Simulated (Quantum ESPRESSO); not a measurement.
Runs of Quantum ESPRESSO 7.5 on As. The structure is cubic, space group Pm-3m (No. 221). The conventional cell has a = 2.704 Å, b = 2.704 Å, c = 2.704 Å, α = 90.00°, β = 90.00°, γ = 90.00°. As (site symmetry m-3m) is surrounded by 6 As at 2.70 Å. This isn't the form of As at room conditions, which is rhombohedral.

```csv
task,level,potentials or basis,cell,k mesh,cutoff (eV),SCF threshold,symmetry,form of the LDA correlation,gap on the mesh (eV),pressure (GPa),V0 of scaled cells (Å³/atom),B0 (GPa)
single point,PBEsol,GBRV 1.5 PBEsol,cell strained at random at fixed volume,10 × 10 × 10,612,2e-10 Ry,-,-,none,-1.1,-,-
single point,PBEsol,GBRV 1.5 PBEsol,as given,10 × 10 × 10,612,2e-10 Ry,-,-,none,-1.1,-,-
equation of state,PBEsol,GBRV 1.5 PBEsol,as given,10 × 10 × 10,612,2e-10 Ry,-,-,-,-,(a),(b)
band structure,PBEsol,GBRV 1.5 PBEsol,as given,10 × 10 × 10,612,2e-10 Ry,-,-,none,-1.1,-,-
equation of state,r2SCAN,SG15 PBE 1.2,as given,8 × 8 × 8,952,1e-08 Ry,off,-,-,-,20.53,87
band structure,LDA,GBRV 1.5 LDA,as given,10 × 10 × 10,612,2e-10 Ry,-,PZ81,none,-2.7,-,-
band structure,r2SCAN,SG15 PBE 1.2,as given,8 × 8 × 8,952,1e-08 Ry,off,-,none,3.5,-,-
```

Alike in all rows: no spin polarisation; smearing fermi-dirac 0.05 eV.

**Question.** Fill in the values left out.

**Answer.** (a) 19.52; (b) 92.

Caveats: some levels on the path didn't converge (some runs); the potentials were made for another functional, which shifts forces and pressure (some runs).

A k mesh can miss the band edges, and the runs leave out spin-orbit coupling on As.

A gap of «none» marks a metal or a gap under the smearing width.
